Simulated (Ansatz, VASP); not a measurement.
# Cross-check of Al27N26 (V_N) between VASP and Ansatz

Wanted: the spread between two codes on one cell, functional and k mesh. The cell is taken from a series of runs on this material, whose earlier steps may have relaxed, scaled, displaced or heated it; both programs get it as it stands.

Main program and level: Ansatz 0.2.0; plane waves, with VASP 6.6.1 beside it; single point at PBE.

### 1. The starting structure

The cell holds 53 atoms: 27 Al and 26 N. Its edges and angles: a = 9.339 Å, b = 9.339 Å, c = 9.339 Å, α = 60.0°, β = 60.0°, γ = 60.0°. It derives from AlN (AlN (F-43m)). Nearest the centre at fractional (0.417, 0.417, 0.417): Al15 at 1.90 Å, Al14 at 1.91 Å, Al17 at 1.91 Å, Al23 at 1.91 Å, N33 at 3.07 Å, N38 at 3.07 Å, N43 at 3.07 Å, N48 at 3.08 Å.

As a file:

```
Al N
1.0
     0.00000    6.60375    6.60375
     6.60375    0.00000    6.60375
     6.60375    6.60375    0.00000
Al N
27 26
Direct
  0.00085 0.99913 0.99983
  0.00080 0.00033 0.33245
  0.99943 0.00048 0.66637
  0.00138 0.33257 0.00033
  0.00081 0.33316 0.33248
  0.00076 0.33205 0.66741
  0.00086 0.66702 0.99980
  0.00108 0.66609 0.33347
  0.00072 0.66658 0.66737
  0.33352 0.00036 0.99975
  0.33290 0.00101 0.33193
  0.33243 0.00023 0.66607
  0.33352 0.33321 0.99975
  0.32856 0.34384 0.32755
  0.34487 0.32792 0.66603
  0.33447 0.66611 0.00008
  0.32851 0.66700 0.32748
  0.33242 0.66799 0.66607
  0.66736 0.00053 0.99843
  0.66711 0.00022 0.33140
  0.66641 0.00094 0.66533
  0.66842 0.33210 0.99972
  0.66713 0.32793 0.34381
  0.66644 0.33407 0.66539
  0.66841 0.66664 0.99967
  0.66708 0.66803 0.33137
  0.66716 0.66671 0.66616
  0.08402 0.08313 0.08297
  0.08346 0.08364 0.41603
  0.08303 0.08261 0.75022
  0.08403 0.41673 0.08298
  0.08024 0.41533 0.41935
  0.08943 0.41543 0.74648
  0.08443 0.74948 0.08341
  0.08017 0.75188 0.41931
  0.08302 0.75089 0.75019
  0.41703 0.08366 0.08246
  0.41591 0.08873 0.41491
  0.41565 0.07955 0.75143
  0.42037 0.41536 0.07920
  0.41567 0.42011 0.75143
  0.42035 0.75190 0.07917
  0.41590 0.74716 0.41487
  0.41689 0.75066 0.74847
  0.75124 0.08268 0.08200
  0.75250 0.07953 0.41459
  0.74985 0.08402 0.74886
  0.74753 0.41546 0.08839
  0.75250 0.42012 0.41462
  0.75115 0.41642 0.75014
  0.75123 0.75093 0.08198
  0.74945 0.75069 0.41587
  0.75113 0.74909 0.75008
```

### 2. Ansatz: single point, PBE

Ansatz runs on its PAW soft_1 files.

With cell and atoms fixed, the geometry can't cause a difference; cores, projectors, grids and the points listed under the comparison can.

File input.yaml:

```yaml
crystal:
  lattice:
    - [0.0, 6.60374937, 6.60374937]
    - [6.60374937, 0.0, 6.60374937]
    - [6.60374937, 6.60374937, 0.0]
  atoms:
    - { symbol: Al, position: [0.00084645592, -0.00087317591, -0.00016627455] }
    - { symbol: "N", position: [0.08402304438, 0.08312573081, 0.0829670367] }
    - { symbol: Al, position: [0.00079688589, 0.00032815486, 0.33244969218] }
    - { symbol: "N", position: [0.08345666871, 0.08363532983, 0.41602736255] }
    - { symbol: Al, position: [-0.000571035, 0.0004844747, 0.66637054241] }
    - { symbol: "N", position: [0.08302806195, 0.08261431789, 0.75021542908] }
    - { symbol: Al, position: [0.00138183326, 0.33257280867, 0.00033187422] }
    - { symbol: "N", position: [0.08403288704, 0.41673154901, 0.0829757748] }
    - { symbol: Al, position: [0.00080975974, 0.33316408408, 0.33248387067] }
    - { symbol: "N", position: [0.08023655072, 0.41533409628, 0.41934998371] }
    - { symbol: Al, position: [0.00075627779, 0.33204748257, 0.66740547375] }
    - { symbol: "N", position: [0.08942999915, 0.41543208941, 0.74648380941] }
    - { symbol: Al, position: [0.00085635195, 0.66701988914, -0.00020131979] }
    - { symbol: "N", position: [0.08442589107, 0.7494782011, 0.08341330157] }
    - { symbol: Al, position: [0.00108217024, 0.66608793836, 0.3334672502] }
    - { symbol: "N", position: [0.08017489884, 0.75188120647, 0.41931265332] }
    - { symbol: Al, position: [0.0007200588, 0.66658488314, 0.66736913936] }
    - { symbol: "N", position: [0.08301816885, 0.75088906547, 0.75019208564] }
    - { symbol: Al, position: [0.3335179719, 0.00036445804, -0.00025326103] }
    - { symbol: "N", position: [0.41703200625, 0.08365886372, 0.08246321654] }
    - { symbol: Al, position: [0.33290254141, 0.00100821813, 0.33192556416] }
    - { symbol: "N", position: [0.41591207256, 0.08873380967, 0.41491276939] }
    - { symbol: Al, position: [0.33243489111, 0.00023484101, 0.66606937945] }
    - { symbol: "N", position: [0.41564758718, 0.07954948733, 0.75142530344] }
    - { symbol: Al, position: [0.33351882946, 0.3332092498, -0.00025244395] }
    - { symbol: "N", position: [0.42036740955, 0.41536291088, 0.0792029056] }
    - { symbol: Al, position: [0.32856162249, 0.34384114378, 0.32754564617] }
    - { symbol: Al, position: [0.3448685942, 0.32792030954, 0.66602809932] }
    - { symbol: "N", position: [0.41567135548, 0.42010625096, 0.75143297406] }
    - { symbol: Al, position: [0.33446891253, 0.66610795313, 8.291046e-05] }
    - { symbol: "N", position: [0.42034793328, 0.75189695555, 0.07917301793] }
    - { symbol: Al, position: [0.32850538905, 0.66699897679, 0.32747684151] }
    - { symbol: "N", position: [0.4159027261, 0.74716380848, 0.4148666046] }
    - { symbol: Al, position: [0.33242425655, 0.66799190474, 0.66606875347] }
    - { symbol: "N", position: [0.41688870584, 0.75066482554, 0.74847278869] }
    - { symbol: Al, position: [0.66735834844, 0.00053171517, -0.0015735624] }
    - { symbol: "N", position: [0.7512396978, 0.08267725068, 0.08199924714] }
    - { symbol: Al, position: [0.66710720622, 0.00022034665, 0.33140028834] }
    - { symbol: "N", position: [0.7525038774, 0.07953282655, 0.41458661231] }
    - { symbol: Al, position: [0.66641067456, 0.00093655921, 0.66533423982] }
    - { symbol: "N", position: [0.74985105565, 0.08401621085, 0.74885553251] }
    - { symbol: Al, position: [0.66842409132, 0.33210321786, -0.00027691621] }
    - { symbol: "N", position: [0.7475346333, 0.41546438095, 0.08838886976] }
    - { symbol: Al, position: [0.66713164062, 0.3279274685, 0.34380732127] }
    - { symbol: "N", position: [0.75250152961, 0.42012306225, 0.41462416654] }
    - { symbol: Al, position: [0.6664369912, 0.3340728359, 0.6653878913] }
    - { symbol: "N", position: [0.75114862853, 0.41642382685, 0.75013778357] }
    - { symbol: Al, position: [0.66840776381, 0.66664101597, -0.00032731121] }
    - { symbol: "N", position: [0.7512291525, 0.75092632641, 0.08197908561] }
    - { symbol: Al, position: [0.66708219298, 0.66802686384, 0.33137283094] }
    - { symbol: "N", position: [0.74944783155, 0.75069343926, 0.41587390303] }
    - { symbol: Al, position: [0.66715913604, 0.66670694021, 0.66616483853] }
    - { symbol: "N", position: [0.751131667, 0.74908583423, 0.75007857828] }
  host:
    repeats: [3, 3, 3]
    atoms:
      - { symbol: Al, position: [0.0, 0.0, 0.0] }
      - { symbol: "N", position: [0.25, 0.25, 0.25] }
basis:
  ecutwfc: 420
  xc_grid: 2
hamiltonian:
  xc: pbe
  pseudopotentials: { kind: paw, azcp: { folder: soft_1 } }
kpoints:
  mp_grid: { grid: [1, 1, 1] }
magnetization:
  spin_polarized: true
  initial_magnetization: 1
  spin_locking: { lock_magnetization: hard }
scf:
  occupations: { method: fermi_dirac, width: 0.01 }
  max_iter: 60
  n_extra_bands: 116
output:
  optics:
    e_range: [0.0, 8.0]
    de: 0.025
    sigma: 0.1
    kdotp_interpolation: "off"
    nscf_kmesh: { grid: [2, 2, 2] }
checkpoint:
  read: "../q0_M1.relax_smeared.run"
```

Run with:

```console
$ ansatz run input.yaml --threads 4 --pin off --max-ram 7536MiB --backend cpu --events-out ev --progress --plain --runs-dir out
```

Numbers of over 12 decimals in the logs are rounded to 6 here.

Log:

```text
scf.n_extra_bands = 116 over 106 filled bands (N_el = 211.0): the run solves 222 bands
Engine: ansatz 0.2.0, aarch64-unknown-linux-gnu
Pseudopotentials: kind: paw
Pseudopotential: Al, paw, valence charge 3, recommended cutoff 420 eV (normal), soft_1/Al.paw.azcp
Pseudopotential: N, paw, valence charge 5, recommended cutoff 420 eV (normal), soft_1/N.paw.azcp
Functional definition: PBE
  parameter kappa = 0.804
  parameter beta = 0.066725
  exchange = pbe_x(kappa = kappa, mu = beta*pi^2/3)
  correlation = pbe_c(beta = beta)
Crystal: 53 atoms, lattice volume = 575.972 Å³
Basis set: ecut = 420 eV, 11191 PW (Γ), exchange–correlation on 128×128×128 points (8 copies of the dense FFT grid, shifted against one another)
Bands: 222, of which v1, the nominal top of the filled ones, is band 106 counted from 1 (105 counted from 0)
Symmetry: 1 space group operations
Space group: P1 (ITA 1), of the structure as read, at distance tolerance 8.3e-5 Å
Magnetic group: BNS 1.1 (UNI 1), of the structure as read, at distance tolerance 8.3e-5 Å
k-points: 1
Non-local potential: Al, projectors of the file, l = 0: 2, l = 1: 2, l = 2: 1
Non-local potential: N, projectors of the file, l = 0: 2, l = 1: 2, l = 2: 1
PAW form: soft (Blöchl's): semilocal exchange-correlation on the pseudo side does not see the compensation charge
PAW one-centre angular grid: Al, 110 points (default); XC on 64 Gauss nodes
PAW one-centre angular grid: N, 110 points (default); XC on 64 Gauss nodes
Initial density: read from a saved state, or passed on in memory by an earlier SCF of this step, an earlier step, the calling program or the single point that the run made first
Stability of the state it starts from, as read at its close in the collinear treatment: not read negative (Ritz values of 1 − χ₀K, real part plus size of imaginary part, from 1.0 to 1.3, by its mixing steps under no symmetry); read among states of the locked total moment alone; its run was given moments
Starting moments: Σ|m| = 1 μB on 53 of 53 sites; this step starts from the density that it was given
Initial wavefunctions: those read from a saved state, or passed on in memory by an earlier step or the calling program
Functional: x = pbe(κ = 0.804, μ = 0.219515), c = pbe(β = 0.066725)
iter 1 solved again at ethr=1.00e-12 eV; its pass at ethr=3.10e-3 eV (dr2=1.11e-9 eV) is discarded
SCF iter   1: F=—  HF=-24559.917367 eV  |F-HF|=—  |Δ(HF+E_count)|=         —  Δρ=3.13e-7 (↑3.13e-7 ↓2.17e-7)  dr2=1.09e-9  dr2_m=1.79e-10  M=1.000 μB ∫|m|=1.145 μB  β_m=0.30  ethr=1.00e-12  ⟨swp⟩=20.5  Hψ=5877  notcnv=0  defer=6
preconditioner: auto → Resta (q_TF=auto, 2.308 Å⁻¹)  ε∞=3.1  [insulator: Δε(μ)=0.776 eV  Ē_g=15.359 eV  σ=0.010 eV  W_gap=1.00  n_scr=112 (ndim 8)  ℏωp=22.5 eV  f_vac=0.000  D(μ)=0.00/eV (n_scr^D=0)  ε∞_Penn≈3.1]
spin=Collinear: Resta preconditioning applied to the charge; magnetization (m = ρ↑ − ρ↓) channel mixes plain (no charge-response kernel on spin).
SCF iter   2: F=—  HF=-24559.917367 eV  |F-HF|=—  |Δ(HF+E_count)|=  3.86e-10  Δρ=2.32e-7 (↑2.32e-7 ↓1.54e-7)  dr2=4.84e-10  dr2_m=1.13e-10  M=1.000 μB ∫|m|=1.145 μB  β_m=0.59  ethr=1.00e-12  ⟨swp⟩=2.5  Hψ=487  notcnv=0  defer=6
SCF iter   3: F=—  HF=-24559.917367 eV  |F-HF|=—  |Δ(HF+E_count)|=  6.91e-10  Δρ=1.03e-7 (↑1.03e-7 ↓6.45e-8)  dr2=1.19e-10  dr2_m=1.96e-11  M=1.000 μB ∫|m|=1.145 μB  β_m=0.63  ethr=1.00e-12  ⟨swp⟩=2.0  Hψ=463  notcnv=0  defer=6
SCF iter   4: F=-24559.917367 eV  HF=-24559.917367 eV  |F-HF|=0.00e0  |Δ(HF+E_count)|=  1.09e-10  Δρ=1.71e-8 (↑1.71e-8 ↓1.45e-8)  dr2=5.98e-12  dr2_m=2.67e-13  M=1.000 μB ∫|m|=1.145 μB  ethr=1.00e-12  ⟨swp⟩=14.5  Hψ=2138  notcnv=0
SCF 1 converged in 4 iterations: F = -24559.917367 eV  dr2 = 5.98e-12
  greatest PAW one-centre occupation: 0.788 electrons in one spin orbital (limit 2), on the N atom at site 38 (counted from 0), in its partial waves of l = 0
NSCF: frozen V_eff on 8 k-points
SCF converged after 4 iterations
Stability checked in part: among states of this total moment the steps that led to this state did not find it unstable. No probe was made; neither looks for a lower state of another moment (fixed_total_moment; see scf.lower_state_search)
Magnetization: 1.0000 μB (106.0000 up, 105.0000 down)
Absolute magnetization: 1.1501 μB (∫|ρ↑−ρ↓|, with the PAW one-centre terms)
Spin contamination: 0.0069 ħ² per cell (⟨S²⟩ above its minimum at these occupations)
Per-site moments (μB) at R_I (Å): [(0.000447676, 0.785135), (-8.573483398119517e-5, 0.784633), (0.00195746, 0.781141), (-6.936509505423203e-5, 0.784628), (0.000463741, 0.785032), (0.000773074, 0.784507), (-0.000279513, 0.784633), (-8.420619996242977e-5, 0.784653), (0.00195687, 0.781189), (0.028766, 0.780331), (0.000428384, 0.780331), (-0.00128801, 0.790157), (0.000448327, 0.785135), (0.00185298, 0.785244), (0.0006880 [...]
Free energy (F): -24559.917367 eV
Harris-Foulkes:  -24559.917367 eV  (|F-HF|=0.00e0)
Internal energy: -24559.917367 eV  (E = F + TS)
E sigma→0 (E₀):  -24559.917367 eV
Fermi energy:    10.456173 (↑ 10.458430, ↓ 8.763340) eV
--- Per-component energies (eV) ---
  E_band       = 368.837841
  E_kinetic    = 4088.308720
  E_local      = -5748.751152  (includes V_loc(G=0)·N_el)
  E_nonlocal   = 1160.374006
  E_hartree    = 2148.704657
  E_xc         = -2605.219410
  E_vxc        = -2800.759863  (∫ρ·V_xc dr)
  E_paw        = -16011.846280  (= ΣΔE_a)
  E_vpaw       = -627.765493  (= ΣTr[D̂ρ^β])
  E_aug_tail   = 0.022307  (compensation charges beyond the density's cutoff)
  E_ewald      = -7591.510214
  E_smearing   = -0.000000  (= −TS)
  E_closure    = -0.000000  (closes the sum)
  Σ components = -24559.917367   (vs F -24559.917367, Δ=0.00e0)
--- Band table (eV) ---
  k-point 0 ↑: bands = [... 102 lower, 6.6546, 6.6560, 6.6576, 10.0707, 10.8462, 10.9593, 10.9647, 11.1018, ... 112 higher]
  k-point 0 ↓: bands = [... 102 lower, 6.6619, 6.6633, 6.6660, 10.8570, 10.8608, 10.9569, 10.9619, 11.3861, ... 112 higher]
```

### 3. VASP: single point, PBE

The same cell, functional, mesh and smearing now go to VASP, with its own data sets.

Lines of VASP's logs that name or quote its potential files are left out, and so is its time.

File INCAR:

```
SYSTEM = Al27N26
PREC = Accurate
ENCUT = 520
EDIFF = 1E-06
NELM = 200
ISMEAR = -1
SIGMA = 0.01
LREAL = Auto
ALGO = Normal
GGA = PE
NBANDS = 142
ISPIN = 2
MAGMOM = 0 0 0 -0 0 0 0 0 0 0 -0 0 0 0.02 0.02 0 0.02 0 0 0 0 0 0.02 0 0 0 0 -0 -0 0 -0 0.03 -0 0 0.03 0 -0 -0 0.03 0.03 0.03 0.03 -0 -0 0 0.03 0 -0 0.03 -0 0 -0 -0
LORBIT = 11
LWAVE = .FALSE.
LCHARG = .FALSE.
ISIF = 2
NUPDOWN = 1
LASPH = .TRUE.
GGA_COMPAT = .FALSE.
```

File POSCAR:

```
Al27N26
1.0
    0.0000000000      6.6037493708      6.6037493708
    6.6037493708      0.0000000000      6.6037493708
    6.6037493708      6.6037493708      0.0000000000
Al N
27 26
Direct
    0.0008464559      0.9991268241      0.9998337255
    0.0007968859      0.0003281549      0.3324496922
    0.9994289650      0.0004844747      0.6663705424
    0.0013818333      0.3325728087      0.0003318742
    0.0008097597      0.3331640841      0.3324838707
    0.0007562778      0.3320474826      0.6674054738
    0.0008563520      0.6670198891      0.9997986802
    0.0010821702      0.6660879384      0.3334672502
    0.0007200588      0.6665848831      0.6673691394
    0.3335179719      0.0003644580      0.9997467390
    0.3329025414      0.0010082181      0.3319255642
    0.3324348911      0.0002348410      0.6660693794
    0.3335188295      0.3332092498      0.9997475560
    0.3285616225      0.3438411438      0.3275456462
    0.3448685942      0.3279203095      0.6660280993
    0.3344689125      0.6661079531      0.0000829105
    0.3285053891      0.6669989768      0.3274768415
    0.3324242565      0.6679919047      0.6660687535
    0.6673583484      0.0005317152      0.9984264376
    0.6671072062      0.0002203467      0.3314002883
    0.6664106746      0.0009365592      0.6653342398
    0.6684240913      0.3321032179      0.9997230838
    0.6671316406      0.3279274685      0.3438073213
    0.6664369912      0.3340728359      0.6653878913
    0.6684077638      0.6666410160      0.9996726888
    0.6670821930      0.6680268638      0.3313728309
    0.6671591360      0.6667069402      0.6661648385
    0.0840230444      0.0831257308      0.0829670367
    0.0834566687      0.0836353298      0.4160273626
    0.0830280620      0.0826143179      0.7502154291
    0.0840328870      0.4167315490      0.0829757748
    0.0802365507      0.4153340963      0.4193499837
    0.0894299992      0.4154320894      0.7464838094
    0.0844258911      0.7494782011      0.0834133016
    0.0801748988      0.7518812065      0.4193126533
    0.0830181688      0.7508890655      0.7501920856
    0.4170320062      0.0836588637      0.0824632165
    0.4159120726      0.0887338097      0.4149127694
    0.4156475872      0.0795494873      0.7514253034
    0.4203674096      0.4153629109      0.0792029056
    0.4156713555      0.4201062510      0.7514329741
    0.4203479333      0.7518969555      0.0791730179
    0.4159027261      0.7471638085      0.4148666046
    0.4168887058      0.7506648255      0.7484727887
    0.7512396978      0.0826772507      0.0819992471
    0.7525038774      0.0795328266      0.4145866123
    0.7498510556      0.0840162108      0.7488555325
    0.7475346333      0.4154643810      0.0883888698
    0.7525015296      0.4201230622      0.4146241665
    0.7511486285      0.4164238268      0.7501377836
    0.7512291525      0.7509263264      0.0819790856
    0.7494478316      0.7506934393      0.4158739030
    0.7511316670      0.7490858342      0.7500785783
```

File KPOINTS:

```
Automatic mesh
0
Gamma
1 1 1
0 0 0
```

PAW data sets: Al and N (PBE family, release 64).

Run with:

```console
$ export OMP_NUM_THREADS=3
$ mpirun -np 1 vasp_gam
```

Log:

```text
[banner, memory and clock lines left out]
running    1 mpi-ranks, on    1 nodes
[...]
Offloading initialized ...    1 GPUs detected
[...]
LDA part: xc-table for (Slater+PW92), standard interpolation
 POSCAR, INCAR and KPOINTS ok, starting setup
[...]
entering main loop
       N       E                     dE             d eps       ncg     rms          rms(c)
DAV:   1     0.141838733227E+04    0.14184E+04   -0.11165E+05   568   0.142E+03
DAV:   2    -0.304280672074E+03   -0.17227E+04   -0.16411E+04   732   0.311E+02
DAV:   3    -0.444700804873E+03   -0.14042E+03   -0.13884E+03   688   0.939E+01
DAV:   4    -0.447451344905E+03   -0.27505E+01   -0.27405E+01   648   0.142E+01
[...]
DAV:  14    -0.382543308761E+03   -0.20389E-04   -0.83548E-05   680   0.306E-02    0.214E-02
DAV:  15    -0.382543316735E+03   -0.79737E-05   -0.33387E-05   640   0.158E-02    0.156E-02
DAV:  16    -0.382543317439E+03   -0.70373E-06   -0.63025E-06   624   0.790E-03
   1 F= -.38254332E+03 E0= -.38254332E+03  d E =-.163333E-11  mag=     1.0001
```

OUTCAR, selected parts (step 3):

```text
  FREE ENERGIE OF THE ION-ELECTRON SYSTEM (eV)
  ---------------------------------------------------
  free  energy   TOTEN  =      -382.5433174386 eV

  energy  without entropy=     -382.5433174386  energy(sigma->0) =     -382.54331744

 magnetization (x)
# of ion       s       p       d       tot
------------------------------------------
    1        0.000   0.000   0.000   0.001
    2       -0.000   0.004   0.000   0.004
    3        0.000   0.000   0.000   0.001
    4       -0.000  -0.000   0.000  -0.001
    5       -0.000   0.004   0.000   0.004
    6        0.000   0.001   0.000   0.001
    7        0.000   0.000   0.000   0.001
    8       -0.000   0.001   0.000   0.000
    9        0.000   0.001   0.000   0.001
   10       -0.000   0.004   0.000   0.004
   11       -0.000  -0.000   0.000  -0.001
   12        0.000   0.001   0.000   0.001
   13       -0.000   0.004   0.000   0.004
[...]
--------------------------------------------------
tot          0.065   0.285   0.000   0.349
```

The run ends at a pressure of 0.17 GPa, with forces up to 0.016 eV/Å.

### 4. Differences

Known differences besides the potentials themselves: VASP starts from the moments at which Ansatz ended; the cutoff is 420 eV in Ansatz and 520 eV in VASP (PREC = Accurate, projectors in real space). Total energies have different zeros and are not compared.

Both answers:

```
                             quantity  Ansatz  VASP  difference
total moment, fixed by the input (μB)    1.00  1.00        0.00
```

### 5. What came out

| Item | Value |
| --- | --- |
| difference in total moment, fixed by the input (single point, PBE) | -1.0e-4 μB |

What this shows: The difference in total moment, fixed by the input is -1.0e-4 μB (single point, PBE). How closely two codes agree says nothing of how well the functional describes the real material.

[Lines on the potential files, build, host, timing and source positions are cut from VASP's logs without a mark.]

[Logs are printed without paths, hosts, clocks, repeated set-up lines and the standing remarks that a program may print on its own settings, such as how far it seeks lower states.]

[Hosts, paths, dates, database ids (printed as entryN), source tags and the programs' standing remarks are cut or masked in the printed files.]
